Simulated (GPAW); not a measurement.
# TePb (Fm-3m) in GPAW: notebook, part 2 of 2

GPAW 26.7.0. The steps go on from the part before.

## 5. Equation of state, optB88-vdW

Contents of run.py:

```python
from ase import Atoms
from ase.eos import EquationOfState
from ase.io import Trajectory
from ase.units import GPa
from gpaw import GPAW, PW

atoms = Atoms(['Pb', 'Te'],
              cell=[[0.0, 3.231, 3.231],
                    [3.231, 0.0, 3.231],
                    [3.231, 3.231, 0.0]],
              scaled_positions=[[0.0, 0.0, 0.0],
                                [0.5, 0.5, 0.5]],
              pbc=True)

traj = Trajectory('eos.traj', 'w')
volumes, energies = [], []
for x in [0.94, 0.96, 0.98, 1.0, 1.02, 1.04, 1.06]:
    a = atoms.copy()
    a.set_cell(atoms.cell * x**(1 / 3), scale_atoms=True)
    calc = GPAW(mode=PW(600),
                xc={'name': 'optB88-vdW', 'backend': 'libvdwxc'},
                kpts={'size': (6, 6, 6), 'gamma': True},
                occupations={'name': 'fermi-dirac', 'width': 0.05},
                nbands=19,
                convergence={'density': 1e-05, 'energy': 1e-05},
                maxiter=150,
                legacy_gpaw=True,
                txt=f'eos-{x:.2f}.txt')
    a.calc = calc
    energies.append(a.get_potential_energy(force_consistent=True))
    volumes.append(a.get_volume())
    calc.write(f'eos-{x:.2f}.gpw')
    traj.write(a)
    print(f'{x:.2f} {volumes[-1]:10.4f} A^3 {energies[-1]:14.6f} eV', flush=True)

v0, e0, B = EquationOfState(volumes, energies, eos='birchmurnaghan').fit()
print(f'V0 = {v0:.4f} A^3, E0 = {e0:.6f} eV, B0 = {B / GPa:.2f} GPa')
```

Potentials or basis: GPAW PAW data sets (gpaw-data 1.2.1), pw.

Run with:

```sh
> OMP_NUM_THREADS=1 python run.py
```

Output:

```text
___ ___ ___ _ _ _
 |   |   |_  | | | |
 | | | | | . | | | |
 |__ |  _|___|_____|  26.7.0
 |___|_|

Input parameters:
  convergence: {density: 1e-05,
                energy: 1e-05}
  kpts: {gamma: True,
         size: (6, 6, 6)}
  maxiter: 150
  mode: {ecut: 600.0,
         name: pw}
  nbands: 19
  occupations: {name: fermi-dirac,
                width: 0.05}
  xc: {backend: libvdwxc,
       name: optB88-vdW}

System changes: positions, numbers, cell, pbc, initial_charges, initial_magmoms

Initialize ...

species:
  Pb:
    name:    Lead
    Z:       82.0
    valence: 14
    core:    68
    charge:  0.0  # [|e|]
    compensation charges:
      type: gauss
      rc: 0.38  # [Å]
      lmax: 2
    cutoffs:
      filter: 2.36  # [Å]
      core: 2.43  # [Å]
    projectors
    | kind |    occ | energy [eV] | rcut [Å] |
    |------|--------|-------------|----------|
    |   6s |  2.000 |     -11.969 |    1.259 |
    |   6p |  2.000 |      -3.506 |    1.275 |
    |   5d | 10.000 |     -21.211 |    1.217 |
    |    s |        |      15.243 |    1.259 |
    |    p |        |      23.705 |    1.275 |
    |    d |        |       6.001 |    1.217 |

    Using partial waves for Pb as LCAO basis

  Te:
    name:    Tellurium
    Z:       52.0
    valence: 6
    core:    46
    charge:  0.0  # [|e|]
    compensation charges:
      type: gauss
      rc: 0.36  # [Å]
      lmax: 2
    cutoffs:
      filter: 2.09  # [Å]
      core: 3.17  # [Å]
    projectors
    | kind |    occ | energy [eV] | rcut [Å] |
    |------|--------|-------------|----------|
    |   5s |  2.000 |     -15.089 |    1.180 |
    |   5p |  4.000 |      -5.955 |    1.196 |
    |    s |        |      12.123 |    1.180 |
    |    p |        |      21.256 |    1.196 |
    |    d |        |       0.000 |    1.238 |

    Using partial waves for Te as LCAO basis

Reference energy: -752065.146798  # eV

Spin-paired calculation

Convergence criteria:
 Maximum [total energy] change in last 3 cyles: 1e-05 eV / valence electron
 Maximum integral of absolute [dens]ity change: 1e-05 electrons / valence electron
 Maximum integral of absolute [eigenst]ate change: 4e-08 eV^2 / valence electron
 Maximum number of scf [iter]ations: 150
 (Square brackets indicate name in SCF output, whereas a 'c' in
 the SCF output indicates the quantity has converged.)

Symmetries present (total): 48

  ( 1  0  0)  ( 1  0  0)  ( 1  0  0)  ( 1  0  0)  ( 1  0 -1)  ( 1  0 -1)
  ( 1  0 -1)  ( 1 -1  0)  ( 0  1  0)  ( 0  0  1)  ( 1  0  0)  ( 1 -1  0)
  ( 1 -1  0)  ( 1  0 -1)  ( 0  0  1)  ( 0  1  0)  ( 1 -1  0)  ( 1  0  0)
[... 34 lines left out ...]
   2:     0.16666667    0.16666667    0.16666667          8/216
   3:     0.33333333    0.16666667    0.16666667         12/216
   4:     0.33333333    0.33333333   -0.33333333         12/216
   5:     0.33333333    0.33333333    0.00000000          6/216
   6:     0.33333333    0.33333333    0.16666667         24/216
   7:     0.33333333    0.33333333    0.33333333          8/216
   8:     0.50000000    0.33333333   -0.33333333         24/216
   9:     0.50000000    0.33333333   -0.16666667         12/216
          ...
  15:     0.50000000    0.50000000    0.50000000          4/216

Wave functions: Plane wave expansion
  Cutoff energy: 600.000 eV
  Number of coefficients (min, max): 2085, 2138
  Pulay-stress correction: 0.000000 eV/Ang^3 (de/decut=0.000000)
  Using FFTW library
  ScaLapack parameters: grid=1x1, blocksize=None
  Wavefunction extrapolation:
    Improved wavefunction reuse through dual PAW basis

Occupation numbers: Fermi-Dirac:
  width: 0.0500  # eV

Eigensolver
   Davidson(niter=2)

Densities:
  Coarse grid: 27*27*27 grid
  Fine grid: 54*54*54 grid
  Total Charge: 0.000000

Density mixing:
  Method: separate
  Backend: msr1
  Linear mixing parameter: 0.05
  old densities: 10
  Width of damping distribution: 1.1
  Damping of long wavelength oscillations: 20

Hamiltonian:
  XC and Coulomb potentials evaluated on a 54*54*54 grid
  Using the optB88 Exchange-Correlation functional
  External potential:
    NoExternalPotential

XC parameters: optB88 with libvdwxc
  Mode: serial
  Semilocal: GGA_X_OPTB88_VDW+LDA_C_PW with 2 nearest neighbor stencil
  Corresponding non-local functional: vdW-DF
  Local blocksize: 54 x 54 x 54
  PAW datasets: PBE

Number of atoms: 2
Number of atomic orbitals: 13
Number of bands in calculation: 19
Number of valence electrons: 20
Bands to converge: occupied

... initialized

Initializing position-dependent things.

Density initialized from atomic densities
Creating initial wave functions:
  13 bands from LCAO basis set
  6 bands from random numbers

                 Te

       Pb

Atomic positions and initial magnetic moments

Positions:
   0 Pb     0.000000    0.000000    0.000000    ( 0.0000,  0.0000,  0.0000)
   1 Te     3.165043    3.165043    3.165043    ( 0.0000,  0.0000,  0.0000)

Unit cell:
           periodic     x           y           z      points  spacing
  1. axis:    yes    0.000000    3.165043    3.165043    27     0.1354
  2. axis:    yes    3.165043    0.000000    3.165043    27     0.1354
  3. axis:    yes    3.165043    3.165043    0.000000    27     0.1354

  Lengths:   4.476046   4.476046   4.476046
  Angles:   60.000000  60.000000  60.000000

Effective grid spacing dv^(1/3) = 0.1477

iter:   1   -99.841258
iter:   2   -99.828613   -1.45  -1.35
iter:   3   -99.754544   -2.01  -1.39
iter:   4   -99.757314   -2.91  -1.88
iter:   5   -99.758369   -3.43  -2.21
iter:   6   -99.758311   -4.63  -3.19
iter:   7   -99.758335c  -5.07  -3.20
iter:   8   -99.758340c  -5.61  -3.69
iter:   9   -99.758342c  -5.98  -3.98
iter:  10   -99.758342c  -7.54c -4.38
iter:  11   -99.758342c  -7.42c -4.64
iter:  12   -99.758342c  -8.99c -5.15c

Converged after 12 iterations.

Dipole moment: (0.000000, 0.000000, -0.000000) |e|*Ang

Energy contributions relative to reference atoms: (reference = -752065.146798)

Kinetic:        +27.563528
Potential:      -25.772253
External:        +0.000000
XC:            -101.068131
Entropy (-ST):   -0.000075
Local:           -0.481449
SIC:             +0.000000
--------------------------
Free energy:    -99.758380
Extrapolated:   -99.758342

Non-local optB88 correlation energy: 1.924493
Semilocal GGA_X_OPTB88_VDW+LDA_C_PW energy: -172.551429
(Not including atomic contributions)
Showing only first 2 kpts
 Kpt  Band  Eigenvalues  Occupancy
  0     8      4.80227    2.00000
  0     9      4.80227    2.00000
  0    10     10.48025    0.00000
  0    11     10.48025    0.00000

  1     8      4.33814    2.00000
  1     9      5.96420    2.00000
  1    10      8.07270    0.00000
  1    11     10.60809    0.00000

Fermi level: 6.74783

Gap: 0.582 eV
Transition (v -> c):
  (s=0, k=15, n=9, [0.50, 0.50, 0.50]) -> (s=0, k=15, n=10, [0.50, 0.50, 0.50])
No difference between direct/indirect transitions
Writing to eos-0.94.gpw (mode='')
```

stdout:

```text
0.94    63.4116 A^3     -99.758380 eV
0.96    64.7608 A^3     -99.799393 eV
0.98    66.1100 A^3     -99.829940 eV
1.00    67.4592 A^3     -99.851050 eV
1.02    68.8083 A^3     -99.863675 eV
1.04    70.1575 A^3     -99.868789 eV
1.06    71.5067 A^3     -99.867038 eV
V0 = 70.4686 A^3, E0 = -99.868952 eV, B0 = 41.17 GPa
```

It took 74 s on 1 thread of AMD EPYC 9R14 (Zen 4), shared host; peak memory 0.23 GiB.

What came out:

* Equilibrium volume: 35.23 Å³/atom
* Bulk modulus: 41 GPa
* Pressure derivative of the bulk modulus: 4.6

Energy against volume, from the lowest point:
```
volume (Å³/atom)  energy (meV/atom)
          31.706              55.20
          32.380              34.70
          33.055              19.42
          33.730               8.87
          34.404               2.56
          35.079               0.00
          35.753               0.88
```

Caveat: the PAW data sets were made with another functional, which shifts forces and pressure a little. The run has no spin-orbit coupling, so splittings on Pb, Te are missing.

## 6. Band structure, vdW-DF2, spin-orbit coupling, no magnetisation

Contents of run.py:

```python
import numpy as np
from ase.dft.bandgap import bandgap
from ase.io import read, write
from gpaw import GPAW, PW
from gpaw.spinorbit import soc_eigenstates

atoms = read('POSCAR')

calc = GPAW(mode=PW(600),
            xc={'name': 'vdW-DF2', 'backend': 'libvdwxc'},
            kpts={'size': (6, 6, 6), 'gamma': True},
            occupations={'name': 'fermi-dirac', 'width': 0.05},
            nbands=19,
            convergence={'density': 1e-05, 'energy': 1e-05},
            maxiter=150,
            txt='gpaw.txt')
atoms.calc = calc
energy = atoms.get_potential_energy()
forces = atoms.get_forces()
calc.write('gs.gpw')
write('result.traj', atoms)
print(f'Energy: {energy:.6f} eV')
print('Forces (eV/A):')
print(forces.round(4))
print('Fermi level:', round(calc.get_fermi_level(), 4), 'eV')
print(f'Gap: {bandgap(calc)[0]:.4f} eV, direct: {bandgap(calc, direct=True)[0]:.4f} eV')

path = atoms.cell.bandpath('GXWKGLUWLK,UX', npoints=80, eps=1e-4)
bs_calc = calc.fixed_density(kpts=path, symmetry='off', nbands=32,
                             convergence={'bands': 'CBM+6.0', 'eigenstates': 1e-6}, txt='bands.txt')
bs = bs_calc.band_structure()
bs.write('bs.json')
print(f'Gap on the path: {bandgap(bs_calc)[0]:.4f} eV')

soc = soc_eigenstates(bs_calc, theta=54.7, phi=45)
np.savetxt('soc_bands.dat', soc.eigenvalues(), fmt='%.4f')
mesh = soc_eigenstates('gs.gpw', theta=54.7, phi=45)
np.savetxt('soc_mesh.dat', mesh.eigenvalues(), fmt='%.4f')
print('Fermi level with spin-orbit coupling:', round(mesh.fermi_level, 4), 'eV')
```

Contents of POSCAR:

```
TePb
1.0
    0.0000000000      3.2310000000      3.2310000000
    3.2310000000      0.0000000000      3.2310000000
    3.2310000000      3.2310000000      0.0000000000
Pb Te
1 1
Direct
    0.0000000000      0.0000000000      0.0000000000
    0.5000000000      0.5000000000      0.5000000000
```

Potentials or basis: GPAW PAW data sets (gpaw-data 1.2.1), pw.

Run with:

```sh
> OMP_NUM_THREADS=1 python run.py
```

It took 49 s on 1 thread of AMD EPYC 9R14 (Zen 4), shared host; peak memory 0.37 GiB.

Results (log left out):

```yaml
Free_energy: -295.8910 eV
Band_gap_on_the_k_mesh: 0.20 eV, indirect (least direct gap 0.36 eV)
Band_gap_along_the_path: 0.16 eV, indirect (least direct gap 0.29 eV)
```

Levels at the corners of the path, in eV from the valence-band top:
| point | band 16 | band 17 | band 18 | band 19 | band 20 | band 21 | band 22 | band 23 | band 24 | band 25 |
| --- | --- | --- | --- | --- | --- | --- | --- | --- | --- | --- |
| Γ | -2.21 | -0.90 | -0.90 | -0.90 | -0.90 | 2.20 | 2.21 | 4.85 | 4.86 | 4.86 |
| X | -4.46 | -3.22 | -3.22 | -2.34 | -2.34 | 3.60 | 3.60 | 4.24 | 4.24 | 6.28 |
| W | -3.86 | -3.69 | -3.69 | -0.31 | -0.31 | 1.48 | 1.48 | 5.35 | 5.35 | 5.35 |
| K | -4.09 | -2.59 | -2.59 | -1.76 | -1.76 | 2.91 | 2.91 | 4.23 | 4.23 | 5.34 |
| Γ | -2.21 | -0.90 | -0.90 | -0.90 | -0.90 | 2.20 | 2.21 | 4.85 | 4.86 | 4.86 |
| L | -1.25 | -0.56 | -0.56 | -0.25 | -0.25 | 0.18 | 0.18 | 1.48 | 1.48 | 1.99 |
| U | -4.09 | -2.59 | -2.59 | -1.76 | -1.76 | 2.91 | 2.91 | 4.23 | 4.23 | 5.34 |
| W | -3.86 | -3.69 | -3.69 | -0.31 | -0.31 | 1.48 | 1.48 | 5.35 | 5.35 | 5.35 |
| L | -1.25 | -0.56 | -0.56 | -0.25 | -0.25 | 0.18 | 0.18 | 1.48 | 1.48 | 1.99 |
| K | -4.09 | -2.59 | -2.59 | -1.76 | -1.76 | 2.91 | 2.91 | 4.23 | 4.23 | 5.34 |
| U | -4.09 | -2.59 | -2.59 | -1.76 | -1.76 | 2.91 | 2.91 | 4.23 | 4.23 | 5.34 |
| X | -4.46 | -3.22 | -3.22 | -2.34 | -2.34 | 3.60 | 3.60 | 4.24 | 4.24 | 6.28 |

Caveat: spin-orbit coupling was added after a scalar SCF, so levels and gaps hold it while energy, forces, pressure and moments don't; this program's spin-orbit splittings come out too wide for heavy elements; the PAW data sets were made with another functional, which shifts forces and pressure a little.

## 7. The runs side by side

| task | level | spin | band path | band points | spin axis theta (degrees) | spin axis phi (degrees) | soc after scf | gap on the mesh (eV) |
| --- | --- | --- | --- | --- | --- | --- | --- | --- |
| band structure | optPBE-vdW | SOC, no magnetisation | GXWKGLUWLK,UX | 100 | 0 | 0 | second variation | 0.20 |
| equation of state | SCAN | off | - | - | - | - | - | - |
| equation of state | optB88-vdW | off | - | - | - | - | - | - |
| band structure | vdW-DF2 | SOC, no magnetisation | GXWKGLUWLK,UX | 80 | 54.7 | 45 | second variation | 0.20 |

Alike in all rows: potentials or basis GPAW PAW data sets (gpaw-data 1.2.1), pw; cell as given; k mesh 6 × 6 × 6; cutoff (eV) 600; smearing fermi-dirac 0.05 eV.

Caveats: the PAW data sets were made with another functional, which shifts forces and pressure a little; spin-orbit coupling was added after a scalar SCF, so levels and gaps hold it while energy, forces, pressure and moments don't (some runs); this program's spin-orbit splittings come out too wide for heavy elements (some runs); the points scatter about the fit (some runs).

Total energies depend on the potentials used, so only differences within one code and one set of settings carry meaning.

## 8. Against experiment

Step 2. Against the measured direct gap of TePb, 0.19 eV (direct; 4.2 K; a printed reference work, monograph), the calculated 0.29 eV is off by +0.10 eV. The value is that of optPBE-vdW, without temperature or zero-point motion.

Step 6. Measured direct gap of TePb: 0.19 eV (direct; 4.2 K; a printed reference work, monograph). This calculation gives 0.29 eV (+0.10 eV). The value is that of vdW-DF2, without temperature or zero-point motion.
